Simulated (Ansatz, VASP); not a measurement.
ZrC in VASP and in Ansatz

INCAR

```
ALGO = Normal
EDIFF = 1E-6
ENCUT = 520
ISIF = 2
ISMEAR = 0
LASPH = T
LCHARG = F
LREAL = F
LWAVE = F
NBANDS = 15
NELM = 80
PREC = Accurate
SIGMA = 0.15
```

Contents of KPOINTS:

```
k-points
0
Gamma
  16 16 16
```

POSCAR

```
ZrC
1.0
    0.0000000000      2.4019541123      2.1582776081
    2.4019541123      0.0000000000      2.1582776081
    2.4019541123      2.4019541123      0.0000000000
Zr C
1 1
Direct
    0.4967462522      0.5032537478      0.5032537478
    0.0247120666     -0.0247120666     -0.0247120666
```

Input for Ansatz:

```yaml
crystal:
  lattice:
    - [0.0, 2.4019541123, 2.1582776081]
    - [2.4019541123, 0.0, 2.1582776081]
    - [2.4019541123, 2.4019541123, 0.0]
  atoms:
    - { symbol: Zr, position: [0.4967462522, 0.5032537478, 0.5032537478] }
    - { symbol: C, position: [0.0247120666, -0.0247120666, -0.0247120666] }
basis:
  ecutwfc: 520.0
kpoints:
  mp_grid: { grid: [16, 16, 16] }
hamiltonian:
  xc: lda
scf:
  occupations: { method: gaussian, width: 0.15 }
output:
  forces: true
  stress: true
  eigenvalues: true
```

Change from the starting cell: mode 4 frozen in at -0.115 Å, strain +e along z and -e/2 along x and y -0.0700.

Alike in both runs: task single point; functional LDA; k mesh 16 × 16 × 16; occupations gaussian, width 0.15 eV; no spin polarisation.

```csv
,VASP,Ansatz
version,VASP 6.6.1,Ansatz 0.2.0
potentials or method,"VASP PAW LDA potentials, release 64 (Zr_sv, C)","scalar-relativistic, plane waves, PAW"
plane-wave cutoff (eV),520,520
valence electrons in the cell,16,16
```

VASP gave:

```
gap on the k mesh at the Fermi level (eV)       : none
pressure (GPa)                                  : 7.7
largest component of the traceless stress (GPa) : 32.97
rms of the force components (eV/Å)              : 0.325
```

Question: What did Ansatz give for the same quantities?

Answer: gap on the k mesh at the Fermi level (eV): none; pressure (GPa): 7.1; largest component of the traceless stress (GPa): 32.75; rms of the force components (eV/Å): 0.321.

Atom by atom the forces differ by 0.005 eV/Å (rms over components). A gap of «none» marks a metal or a gap that the smearing closes.
